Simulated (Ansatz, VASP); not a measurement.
C: VASP beside Ansatz

```
C
1.0
     1.21190    0.69969    3.30481
    -1.21190    0.69969    3.30481
     0.00000   -1.39938    3.30481
C
2
Cartesian
  0.0000 0.0000 1.5583
  0.0000 0.0000 8.3561
```

Change from the starting cell: mode 4 frozen in at -0.095 Å, equal normal strain along x, y and z -0.0167.

Alike in both runs: task single point; functional PBE; dispersion D3(BJ); k mesh 15 × 15 × 15; occupations gaussian, width 0.05 eV; no spin polarisation.

|  | VASP | Ansatz |
| --- | --- | --- |
| version | VASP 6.6.1 | Ansatz 0.2.0 |
| potentials or method | VASP PAW PBE potentials, release 64 (C) | scalar-relativistic, plane waves, PAW |
| plane-wave cutoff (eV) | 520 | 520 |
| valence electrons in the cell | 8 | 8 |

|  | VASP | Ansatz | Ansatz less VASP |
| --- | --- | --- | --- |
| gap on the k mesh at the Fermi level (eV) | 0.97 | 0.97 | 0.000 |
| least direct gap on the mesh (eV) | 0.99 | 0.99 | 0.000 |
| pressure (GPa) | 14.2 | 13.7 | -0.50 |
| largest component of the traceless stress (GPa) | 20.06 | 19.48 | -0.572 |
| rms of the force components (eV/Å) | 1.763 | 1.770 | +0.0073 |

Atom by atom the forces differ by 0.007 eV/Å (rms over components).

Caveats: an odd mesh through Γ misses points on the zone boundary, where band edges often lie; forces of over 1 eV/Å show positions far from the minimum, so gaps and moduli don't describe the material at rest.
